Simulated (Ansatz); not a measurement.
Runs of Ansatz 0.2.0 on N. The structure is cubic, space group Pa-3 (No. 205). Conventional cell: a = 5.561 Å, b = 5.561 Å, c = 5.561 Å, α = 90.00°, β = 90.00°, γ = 90.00°. Around N (site symmetry 3) lie 1 N at 1.11 Å. 

```csv
task,level,cutoff (eV),basis error allowed,gap on the mesh (eV),pressure (GPa),largest force (eV/Å)
band structure,PBE,875,0.002 eV/atom,(b),-0.1,0.66
single point,PBEsol,956,0.001 eV/atom,7.25,-0.7,0.85
band structure,PBEsol,877,0.002 eV/atom,7.25,-0.7,0.85
band structure,LDA,882,0.002 eV/atom,7.10,-2.6,(a)
```

Alike in all rows: potentials or basis all-electron LAPW, scalar-relativistic; no spin polarisation; cell as given; k mesh 5 × 5 × 5; smearing fermi-dirac 0.05 eV.

Task: Fill in the values left out.

Result: (a) 1.55; (b) 7.29.

Caveats: an odd mesh through Γ misses points on the zone boundary, where band edges often lie (some runs); forces of over 1 eV/Å show positions far from the minimum, so gaps and moduli don't describe the material at rest (some runs).

Not every run made on this cell is shown here.
